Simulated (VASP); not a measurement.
# ZrO2: O into a neighbouring O vacancy, part 2 of 2

Aim: the barrier for one hop in ZrO2: O into a neighbouring O vacancy. The start is a cell from a database of measured crystal structures.

VASP 6.6.1; PBEsol; plane waves and PAW (Zr_sv, O).

So far. Step 3 (Relax the start): The run ended after 26 ionic steps, 2.716 eV below its first step, once the forces on the free atoms met EDIFFG = -0.05. Step 4 (Relax the end): The run ended after 20 ionic steps, 2.857 eV below its first step, once the forces on the free atoms met EDIFFG = -0.05.

### 5. Nudged elastic band

Images on a straight line between the ends relax across the path, while springs keep them spaced along it.

This cell carries charge +2, set by NELECT and balanced by a uniform background.

The input, INCAR:

```
SYSTEM = Zr16O31
PREC = Normal
ENCUT = 400
EDIFF = 1E-05
NELM = 120
ISMEAR = 0
SIGMA = 0.05
LREAL = Auto
ALGO = Fast
GGA = PS
NELECT = 376
NBANDS = 222
LASPH = .TRUE.
LWAVE = .FALSE.
LCHARG = .FALSE.
NCORE = 2
IMAGES = 3
SPRING = -5
IBRION = 1
POTIM = 0.3
NSW = 50
EDIFFG = -0.05
ISYM = 0
ISIF = 0
```

The input, POSCAR:

```
Zr16O31
1.0
   -6.0006210792      5.2086720887      5.2580410950
    4.2683271920     -5.2086720887      5.2174029244
    6.0006210792      5.2086720887     -5.2580410950
Zr O
16 31
Direct
    0.5886642506      0.4950431317      0.3949987832
    0.0761668769      0.9883472743      0.3609456749
    0.0859334932      0.4915390528      0.8685497575
    0.5861115804      0.9934874056      0.8668658157
    0.8793648902      0.7610570743      0.8487318259
    0.3620535395      0.2318554093      0.8121642689
    0.3701037685      0.7544808704      0.3361487976
    0.8763435766      0.2646991072      0.3430463672
    0.4128120680      0.5083730471      0.6403462769
    0.9185084101      0.0043853695      0.6356367368
    0.9151865987      0.5082150924      0.1327281965
    0.4135716523      0.0129781907      0.1302860299
    0.1252535204      0.2487465256      0.1628916978
    0.6283677889      0.7642632561      0.1583228093
    0.6308526555      0.2393500810      0.6599585219
    0.1254267453      0.7410515392      0.6609868828
    0.0147581653      0.9622851768      0.1220907255
    0.0037525308      0.4561069917      0.6191388241
    0.5107269427      0.9534062796      0.6164043578
    0.6604966343      0.7882002473      0.8107159758
    0.1680466939      0.2870178769      0.8133809129
    0.1596826343      0.7931190453      0.2967982799
    0.6589244192      0.3071943806      0.2882340465
    0.4861622772      0.5290440429      0.8929079806
    0.9847197288      0.0429381732      0.8820659433
    0.0008509365      0.5475877097      0.3857163629
    0.4950597767      0.0458463804      0.3787321768
    0.3406393773      0.2217079941      0.1832763488
    0.8281823576      0.7009368283      0.1935267979
    0.8388777278      0.2010429292      0.6943550916
    0.3419863464      0.7082455597      0.7138239166
    0.8651247557      0.7183244217      0.6057013895
    0.3564803165      0.2082763015      0.5893542256
    0.3638822948      0.7139525154      0.0943512801
    0.8609422065      0.2168984029      0.0956654900
    0.3811847971      0.5396537709      0.4072373133
    0.8794376967      0.0383551434      0.3974151895
    0.8830565386      0.5309435358      0.8950291843
    0.3798885553      0.0363031861      0.8922603655
    0.1365934613      0.2863292530      0.4061450264
    0.6252855329      0.7415762793      0.3688459606
    0.6347068011      0.2843191071      0.9007801502
    0.1413661887      0.7881347045      0.9081915568
    0.6170690796      0.4638269636      0.6069193264
    0.1121562268      0.9562714242      0.5938894226
    0.1205825169      0.4663431664      0.1045865882
    0.6195013837      0.9768689368      0.1075045608
```

The input, KPOINTS:

```
Automatic mesh
0
Gamma
2 2 2
0 0 0
```

The input, 00/POSCAR:

```
Zr16O31
1.0
   -6.0006210792      5.2086720887      5.2580410950
    4.2683271920     -5.2086720887      5.2174029244
    6.0006210792      5.2086720887     -5.2580410950
Zr O
16 31
Direct
    0.5886642506      0.4950431317      0.3949987832
    0.0761668769      0.9883472743      0.3609456749
    0.0859334932      0.4915390528      0.8685497575
    0.5861115804      0.9934874056      0.8668658157
    0.8793648902      0.7610570743      0.8487318259
    0.3620535395      0.2318554093      0.8121642689
    0.3701037685      0.7544808704      0.3361487976
    0.8763435766      0.2646991072      0.3430463672
    0.4128120680      0.5083730471      0.6403462769
    0.9185084101      0.0043853695      0.6356367368
    0.9151865987      0.5082150924      0.1327281965
    0.4135716523      0.0129781907      0.1302860299
    0.1252535204      0.2487465256      0.1628916978
    0.6283677889      0.7642632561      0.1583228093
    0.6308526555      0.2393500810      0.6599585219
    0.1254267453      0.7410515392      0.6609868828
    0.0147581653      0.9622851768      0.1220907255
    0.0037525308      0.4561069917      0.6191388241
    0.5107269427      0.9534062796      0.6164043578
    0.6604966343      0.7882002473      0.8107159758
    0.1680466939      0.2870178769      0.8133809129
    0.1596826343      0.7931190453      0.2967982799
    0.6589244192      0.3071943806      0.2882340465
    0.4861622772      0.5290440429      0.8929079806
    0.9847197288      0.0429381732      0.8820659433
    0.0008509365      0.5475877097      0.3857163629
    0.4950597767      0.0458463804      0.3787321768
    0.3406393773      0.2217079941      0.1832763488
    0.8281823576      0.7009368283      0.1935267979
    0.8388777278      0.2010429292      0.6943550916
    0.3419863464      0.7082455597      0.7138239166
    0.8651247557      0.7183244217      0.6057013895
    0.3564803165      0.2082763015      0.5893542256
    0.3638822948      0.7139525154      0.0943512801
    0.8609422065      0.2168984029      0.0956654900
    0.3811847971      0.5396537709      0.4072373133
    0.8794376967      0.0383551434      0.3974151895
    0.8830565386      0.5309435358      0.8950291843
    0.3798885553      0.0363031861      0.8922603655
    0.1365934613      0.2863292530      0.4061450264
    0.6252855329      0.7415762793      0.3688459606
    0.6347068011      0.2843191071      0.9007801502
    0.1413661887      0.7881347045      0.9081915568
    0.6170690796      0.4638269636      0.6069193264
    0.1121562268      0.9562714242      0.5938894226
    0.1205825169      0.4663431664      0.1045865882
    0.6195013837      0.9768689368      0.1075045608
```

The input, 01/POSCAR:

```
Zr16O31
1.0
   -6.0006210792      5.2086720887      5.2580410950
    4.2683271920     -5.2086720887      5.2174029244
    6.0006210792      5.2086720887     -5.2580410950
Zr O
16 31
Direct
    0.5862162300      0.4884096720      0.3870928338
    0.0768378976      0.9895280829      0.3624679051
    0.0848256856      0.4930318791      0.8686668407
    0.5855220019      0.9932203134      0.8669462474
    0.8774244745      0.7606897670      0.8466670881
    0.3662875493      0.2376374948      0.8195367295
    0.3667973202      0.7551718578      0.3365172883
    0.8757356499      0.2617143336      0.3421891616
    0.4136220340      0.5074860308      0.6367285013
    0.9243363505      0.0112081080      0.6404298697
    0.9140850034      0.5065508496      0.1319547778
    0.4132206715      0.0089468579      0.1296820698
    0.1253379960      0.2476855100      0.1624658892
    0.6271296492      0.7572215747      0.1529945738
    0.6294508894      0.2397626142      0.6596606264
    0.1258430273      0.7405789191      0.6598144228
    0.0107760027      0.9605484869      0.1208567066
    0.0034988652      0.4557090241      0.6185032580
    0.5106024746      0.9534976534      0.6165411919
    0.6601559976      0.7889920519      0.8079856722
    0.1695547680      0.2912774831      0.8139163932
    0.1586292230      0.7930923892      0.2978408714
    0.6585887268      0.3006910254      0.2901634083
    0.4890709522      0.5313915007      0.8885643584
    0.9890357241      0.0438164645      0.8840136510
   -0.0025658031      0.5456751319      0.3842617664
    0.4948436550      0.0438294878      0.3795875717
    0.3389474172      0.2152605980      0.1879911531
    0.8306509873      0.7021207093      0.1942191131
    0.8392069694      0.2021922126      0.6955390940
    0.3405895073      0.7072794780      0.7096646372
    0.8576055768      0.7209620397      0.5988711628
    0.3574096806      0.2093399660      0.5909032372
    0.3642210264      0.7144043109      0.0965322041
    0.8607285380      0.2158070816      0.0956184442
    0.3837166209      0.5407044175      0.4044794591
    0.8769058852      0.0347458770      0.3976957672
    0.8823067013      0.5319825496      0.8952806869
    0.3808419763      0.0367268647      0.8943893442
    0.1366476045      0.2861511338      0.4058662376
    0.5978406712      0.6783281032      0.3122130423
    0.6349532307      0.2841555486      0.9013052118
    0.1395065390      0.7866289580      0.9055945772
    0.6176296153      0.4634294026      0.6059481579
    0.1157690185      0.9597522218      0.5978177384
    0.1187390580      0.4656701593      0.1041147264
    0.6186603481      0.9728227362      0.1050141634
```

The input, 02/POSCAR:

```
Zr16O31
1.0
   -6.0006210792      5.2086720887      5.2580410950
    4.2683271920     -5.2086720887      5.2174029244
    6.0006210792      5.2086720887     -5.2580410950
Zr O
16 31
Direct
    0.5837682094      0.4817762122      0.3791868844
    0.0775089182      0.9907088915      0.3639901354
    0.0837178780      0.4945247054      0.8687839239
    0.5849324234      0.9929532211      0.8670266792
    0.8754840588      0.7603224596      0.8446023503
    0.3705215591      0.2434195804      0.8269091901
    0.3634908718      0.7558628452      0.3368857790
    0.8751277232      0.2587295600      0.3413319560
    0.4144320000      0.5065990146      0.6331107257
    0.9301642908      0.0180308466      0.6452230026
    0.9129834082      0.5048866068      0.1311813590
    0.4128696907      0.0049155250      0.1290781097
    0.1254224715      0.2466244944      0.1620400805
    0.6258915095      0.7501798934      0.1476663382
    0.6280491233      0.2401751474      0.6593627310
    0.1262593092      0.7401062989      0.6586419628
    0.0067938400      0.9588117970      0.1196226876
    0.0032451996      0.4553110566      0.6178676918
    0.5104780065      0.9535890272      0.6166780260
    0.6598153608      0.7897838565      0.8052553686
    0.1710628422      0.2955370893      0.8144518735
    0.1575758117      0.7930657332      0.2988834628
    0.6582530345      0.2941876702      0.2920927702
    0.4919796271      0.5337389584      0.8842207362
    0.9933517194      0.0446947558      0.8859613588
   -0.0059825427      0.5437625541      0.3828071699
    0.4946275332      0.0418125952      0.3804429666
    0.3372554572      0.2088132019      0.1927059574
    0.8331196170      0.7033045903      0.1949114282
    0.8395362110      0.2033414960      0.6967230964
    0.3391926682      0.7063133963      0.7055053579
    0.8500863978      0.7235996577      0.5920409360
    0.3583390448      0.2104036305      0.5924522489
    0.3645597579      0.7148561065      0.0987131282
    0.8605148696      0.2147157603      0.0955713984
    0.3862484447      0.5417550641      0.4017216048
    0.8743740736      0.0311366106      0.3979763449
    0.8815568640      0.5330215635      0.8955321894
    0.3817953974      0.0371505432      0.8965183228
    0.1367017477      0.2859730146      0.4055874487
    0.5703958096      0.6150799272      0.2555801240
    0.6351996603      0.2839919900      0.9018302734
    0.1376468893      0.7851232115      0.9029975976
    0.6181901510      0.4630318416      0.6049769894
    0.1193818102      0.9632330195      0.6017460541
    0.1168955990      0.4649971522      0.1036428646
    0.6178193124      0.9687765355      0.1025237660
```

The input, 03/POSCAR:

```
Zr16O31
1.0
   -6.0006210792      5.2086720887      5.2580410950
    4.2683271920     -5.2086720887      5.2174029244
    6.0006210792      5.2086720887     -5.2580410950
Zr O
16 31
Direct
    0.5813201888      0.4751427525      0.3712809351
    0.0781799389      0.9918897001      0.3655123656
    0.0826100705      0.4960175318      0.8689010071
    0.5843428449      0.9926861288      0.8671071109
    0.8735436431      0.7599551522      0.8425376125
    0.3747555689      0.2492016660      0.8342816507
    0.3601844234      0.7565538327      0.3372542698
    0.8745197965      0.2557447864      0.3404747505
    0.4152419660      0.5057119983      0.6294929501
    0.9359922312      0.0248535852      0.6500161355
    0.9118818130      0.5032223639      0.1304079402
    0.4125187099      0.0008841922      0.1284741496
    0.1255069470      0.2455634789      0.1616142718
    0.6246533699      0.7431382120      0.1423381026
    0.6266473572      0.2405876806      0.6590648356
    0.1266755912      0.7396336788      0.6574695027
    0.0028116774      0.9570751072      0.1183886686
    0.0029915340      0.4549130890      0.6172321256
    0.5103535384      0.9536804011      0.6168148600
    0.6594747241      0.7905756612      0.8025250650
    0.1725709164      0.2997966955      0.8149873538
    0.1565224004      0.7930390772      0.2999260542
    0.6579173422      0.2876843149      0.2940221320
    0.4948883020      0.5360864162      0.8798771141
    0.9976677146      0.0455730471      0.8879090666
   -0.0093992823      0.5418499763      0.3813525735
    0.4944114114      0.0397957025      0.3812983616
    0.3355634972      0.2023658058      0.1974207617
    0.8355882467      0.7044884713      0.1956037434
    0.8398654526      0.2044907794      0.6979070987
    0.3377958291      0.7053473146      0.7013460786
    0.8425672188      0.7262372757      0.5852107092
    0.3592684090      0.2114672950      0.5940012606
    0.3648984895      0.7153079020      0.1008940522
    0.8603012011      0.2136244390      0.0955243525
    0.3887802686      0.5428057107      0.3989637506
    0.8718422620      0.0275273441      0.3982569226
    0.8808070267      0.5340605774      0.8957836920
    0.3827488184      0.0375742218      0.8986473015
    0.1367558909      0.2857948954      0.4053086599
    0.5429509480      0.5518317511      0.1989472056
    0.6354460898      0.2838284315      0.9023553350
    0.1357872396      0.7836174650      0.9004006180
    0.6187506866      0.4626342805      0.6040058209
    0.1229946019      0.9667138172      0.6056743699
    0.1150521400      0.4643241451      0.1031710029
    0.6169782768      0.9647303348      0.1000333687
```

The input, 04/POSCAR:

```
Zr16O31
1.0
   -6.0006210792      5.2086720887      5.2580410950
    4.2683271920     -5.2086720887      5.2174029244
    6.0006210792      5.2086720887     -5.2580410950
Zr O
16 31
Direct
    0.5788721682      0.4685092928      0.3633749857
    0.0788509596      0.9930705087      0.3670345958
    0.0815022629      0.4975103581      0.8690180903
    0.5837532664      0.9924190366      0.8671875426
    0.8716032274      0.7595878449      0.8404728747
    0.3789895787      0.2549837515      0.8416541113
    0.3568779751      0.7572448201      0.3376227605
    0.8739118698      0.2527600128      0.3396175449
    0.4160519320      0.5048249820      0.6258751745
    0.9418201716      0.0316763237      0.6548092684
    0.9107802177      0.5015581211      0.1296345215
    0.4121677291     -0.0031471407      0.1278701895
    0.1255914226      0.2445024633      0.1611884632
    0.6234152302      0.7360965306      0.1370098671
    0.6252455911      0.2410002138      0.6587669401
    0.1270918731      0.7391610586      0.6562970427
   -0.0011704853      0.9553384173      0.1171546497
    0.0027378684      0.4545151214      0.6165965595
    0.5102290703      0.9537717749      0.6169516941
    0.6591340874      0.7913674658      0.7997947614
    0.1740789905      0.3040563017      0.8155228341
    0.1554689891      0.7930124211      0.3009686457
    0.6575816498      0.2811809597      0.2959514938
    0.4977969770      0.5384338740      0.8755334919
    1.0019837099      0.0464513384      0.8898567743
   -0.0128160219      0.5399373985      0.3798979770
    0.4941952897      0.0377788099      0.3821537565
    0.3338715371      0.1959184097      0.2021355660
    0.8380568764      0.7056723523      0.1962960586
    0.8401946942      0.2056400628      0.6990911011
    0.3363989900      0.7043812329      0.6971867992
    0.8350480399      0.7288748937      0.5783804825
    0.3601977731      0.2125309595      0.5955502722
    0.3652372210      0.7157596975      0.1030749762
    0.8600875326      0.2125331177      0.0954773067
    0.3913120924      0.5438563573      0.3962058964
    0.8693104505      0.0239180777      0.3985375003
    0.8800571894      0.5350995912      0.8960351946
    0.3837022394      0.0379979004      0.9007762802
    0.1368100341      0.2856167762      0.4050298711
    0.5155060863      0.4885835751      0.1423142873
    0.6356925194      0.2836648730      0.9028803966
    0.1339275899      0.7821117185      0.8978036384
    0.6193112223      0.4622367195      0.6030346524
    0.1266073936      0.9701946148      0.6096026857
    0.1132086811      0.4636511380      0.1026991411
    0.6161372412      0.9606841342      0.0975429713
```

Potentials, in the order of the species: Zr_sv and O (PBE family, release 64).

Command:

```console
> mpirun -np 6 vasp_std
```

Wall time 28 min (6 MPI ranks of Intel Xeon 6975P-C (Granite Rapids), shared host); peak memory 2.2 GiB.

The path, image by image:

| image | path (A) | energy (eV) | O41: x, y, z (Å) |
| --- | --- | --- | --- |
| 0 | 0.000 | 0.0000 | 1.626, 1.315, 5.217 |
| 1 | 0.606 | 0.2231 | 1.298, 1.112, 4.975 |
| 2 | 1.205 | 0.6629 | 0.832, 0.954, 4.748 |
| 3 | 1.796 | 0.9304 | 0.318, 0.909, 4.616 |
| 4 | 2.381 | 0.8407 | -0.154, 0.881, 4.511 |

This step gave:

```yaml
electronic_cycles: 129
path_length_all_atoms_rigid_shifts_included: 2.381 Å
barrier: 0.9304 eV
barrier_in_the_reverse_direction: 0.08968 eV
barrier_from_a_spline_through_the_images: 0.9310 eV
reaction_energy: 0.8407 eV
```

What the program prints for this run, and its count of cycles, belong to image 1; the force that counts for the threshold is the band's, across the path.

### 6. What came out

| Property | Result |
| --- | --- |
| hop | O into a neighbouring O vacancy |
| barrier | 0.930 eV |
| barrier in the reverse direction | 0.0897 eV |
| barrier from a spline through the images | 0.931 eV |
| reaction energy | 0.841 eV |
| path length (all atoms, rigid shifts included) | 2.38 Å |

In words: The barrier is 0.93 eV forwards and 0.09 eV backwards. With an attempt frequency of 10¹³ per second, taken as a typical value, this barrier gives about 10^-3 hops a second at 300 K. No image climbs, so the saddle may lie somewhat above the highest image. The band met its force threshold after 13 steps. Cell and mesh are small and were not tested. The band started on a straight line, so other routes may lie lower.

[Lines on the potential files, build, host, timing and source positions are cut from VASP's logs without a mark.]

[Logs are printed without paths, hosts, clocks, repeated set-up lines and the standing remarks that a program may print on its own settings, such as how far it seeks lower states.]

[Hosts, paths, dates, database ids (printed as entryN), source tags and the programs' standing remarks are cut or masked in the printed files.]

[Runs that stopped without an error message from VASP are left out.]
